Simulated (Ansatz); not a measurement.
**Bands of O**

```
CELL_PARAMETERS angstrom
0.00000 1.58625 1.58625
1.58625 0.00000 1.58625
1.58625 1.58625 0.00000
ATOMIC_POSITIONS crystal
O 0.00000 0.00000 0.00000
```

The conventional cell has a = 3.172 Å, b = 3.172 Å, c = 3.172 Å, α = 90.00°, β = 90.00°, γ = 90.00°. O (atom 1) is surrounded by 12 O at 2.24 Å.

The cell was built from the fcc type and relaxed in the same program, and has space group Fm-3m; it needn't be a known or the stable phase.

This is a hypothetical arrangement without O2 molecules, not solid oxygen as it is known.

Computed with DFT, PBE, all-electron LAPW, scalar-relativistic in Ansatz 0.2.0.

The runs use a Γ-centred 16×16×16 k mesh, Fermi–Dirac smearing of 0.03 eV, basis error target 0.25 meV/atom, no spin polarisation.

Points in fractions of the reciprocal vectors of this cell: Γ (0, 0, 0), X (0.5, 0, 0.5), U (0.625, 0.25, 0.625), K (0.375, 0.375, 0.75), L (0.5, 0.5, 0.5), W (0.5, 0.25, 0.75). The path joins them by straight lines in the order Γ–X–U–K–Γ–L–W–X; legs that retrace an earlier one aren't tabulated. Energies are in eV from the Fermi level.

Problem. List the levels at K between -14 and 8 eV.

Solution. -4.50, -3.19, -0.15.

Problem. List the levels at W between -14 and 8 eV.

Solution. -3.52 (×2), -1.50.

Problem. List the levels at Γ between -14 and 8 eV.

Solution. 1.84 (×3).

Problem. What is the band gap?

Solution. none: bands cross the Fermi level, a metal.
